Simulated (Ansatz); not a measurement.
# SiC: experiment and calculation

**What was measured.**

“On-Demand CMOS-Compatible Fabrication of Ultrathin Self-Aligned SiC Nanowire Arrays”, 2018, pmc:6267454 quotes, for a powder of SiC: lattice constant a 4.3589 Å.

From “Insight into the structural, elastic and electronic properties of a new orthorhombic 6O-SiC polytype”, 2020, pmc:7200658, for a bulk crystal of SiC: band gap 2.4 eV (indirect).

How close the calculation comes is told below.

Theory: DFT PBE, scalar-relativistic, plane waves, PAW in Ansatz 0.2.0.

Plane waves to 420 eV, a k mesh through Γ of 10×10×10 on the computed 2-atom cell and Gaussian smearing (0.02 eV); no spin polarisation.

Relaxed structure, symmetry kept:

```yaml
crystal:
  lattice:
    - [0.00000, 2.18987, 2.18987]
    - [2.18987, 0.00000, 2.18987]
    - [2.18987, 2.18987, 0.00000]
  atoms:
    - { symbol: Si, position: [0.00000, 0.00000, 0.00000] }
    - { symbol: C, position: [0.25000, 0.25000, 0.25000] }
```

```json
{"Space group": "F-43m (No. 216)", "Volume per atom": "10.50 Å³", "Formation energy from the elements' standard states (uncorrected)": "-0.203 eV/atom", "Kohn–Sham band gap": "1.37 eV", "Löwdin character of the top 1 eV of the valence band": "C 2p 82 %, Si 3p 14 %", "Löwdin character of the lowest 1 eV of the conduction band": "Si 3p 50 %, C 2s 27 %, unprojected 16 %", "Bader charges (e)": "Si (1 in the cell) 2.75, C (1 in the cell) -2.75"}
```

Measured lattice constant a of SiC: 4.3589 Å (powder; quoted in the paper above). This calculation gives 4.380 Å (+0.5 %). The calculation is for 0 K without zero-point motion. Measured band gap of SiC: 2.4 eV (indirect; quoted in the paper above). This calculation gives 1.37 eV (-1.03 eV). Kohn–Sham gaps of semilocal functionals fall short of measured ones as a rule.